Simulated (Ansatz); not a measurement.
# A series in volume scale on Bi

All results are calculated (Ansatz 0.2.0). Plane-wave DFT, scalar-relativistic PAW made under PBE with cores redone for the functional, no dispersion; the given relaxed cell is scaled uniformly, energy at zero smearing counts from the unscaled cell, pressure at the given Fermi-Dirac smearing is positive in compression.

The cell before it is scaled or strained (space group P6_3/mmc, No. 194):
```
cell vectors (Å)
   3.5645     0.0000     0.0000
  -1.7823     3.0870     0.0000
   0.0000     0.0000     5.8650
atoms (fractions of the cell vectors)
Bi  0.33333  0.66667  0.25000
Bi  0.66667  0.33333  0.75000
```

Settings of every row: spin polarised no; functional revPBE; wave cutoff 420 eV; smearing width 0.1 eV; k mesh 12x12x6.

Atom starting moment: 0 on all atoms.

Limits: no spin-orbit coupling, which can matter with elements this heavy; the cell comes from a prototype or a list of computed structures and needn't be the stable phase.

```
row  volume scale  V (Å³/atom)  energy change per atom (meV)  pressure (GPa)
  1          0.88       28.396                         86.33            8.32
  2          0.92       29.687                         34.29            4.86
  3          0.96       30.977                          7.18             2.1
  4          1.04       33.559                          8.72           -1.86
  5          1.08        34.85                             ?               ?
  6          1.12        36.14                         61.72           -4.35
```

Question: what energy change per atom and pressure should row 5 give?

Worked fit of energy change per atom. Take u = (V_r/V)^(2/3) − 1 with V_r = 30.977 Å³ an atom, which is twice the finite (Eulerian) strain; such expansions in the strain, on which the Birch-Murnaghan equation of state is built, carry the rest volume and the bulk modulus. The shown rows have u = 0.05971, 0.02876, 0, -0.05197, -0.09767. Least squares give energy change per atom = 7.421 + 605.21 × u + 11913.7 × u² meV; a straight line predicts inner rows, each left out in turn, worse (root mean square 34 against 0.74 meV). The rows lie off it by 0.30, -0.39, -0.24, 0.57, -0.24 (root mean square 0.37 meV). The withheld row has u = -0.07553, so the fit gives 7.421 + 605.21 × (-0.07553) + 11913.7 × (-0.07553)² = 29.67 meV.

The calculation gave 30.17 meV. The fit lies 0.50 meV (1.7 % of the value, 0.63 % of the column's range) below it; its largest miss of a shown row is 0.57 meV.

Worked fit of pressure. Take u = (V_r/V)^(2/3) − 1 with V_r = 30.977 Å³ an atom, which is twice the finite (Eulerian) strain; such expansions in the strain, on which the Birch-Murnaghan equation of state is built, carry the rest volume and the bulk modulus. The shown rows have u = 0.05971, 0.02876, 0, -0.05197, -0.09767. Least squares give pressure = 2.111 + 89.42 × u + 239.5 × u² GPa; a straight line predicts inner rows, each left out in turn, worse (root mean square 0.68 against 0.038 GPa). The rows lie off it by 0.02, -0.02, -0.01, 0.03, -0.01. The pressure vanishes at u = -0.0253, or V = 32.19 Å³ an atom, and there the bulk modulus at fixed shape and fractions is B = −V dP/dV = (2/3)(1 + u) dP/du = 50.2 GPa. Letting shape and atoms relax would as a rule lower it, by much in layered, chain or molecular crystals. The withheld row has u = -0.07553, so the fit gives 2.111 + 89.42 × (-0.07553) + 239.5 × (-0.07553)² = -3.28 GPa.

The calculation gave -3.25 GPa. The fit lies 0.03 GPa (0.24 % of the column's range) below it; its largest miss of a shown row is 0.03 GPa.
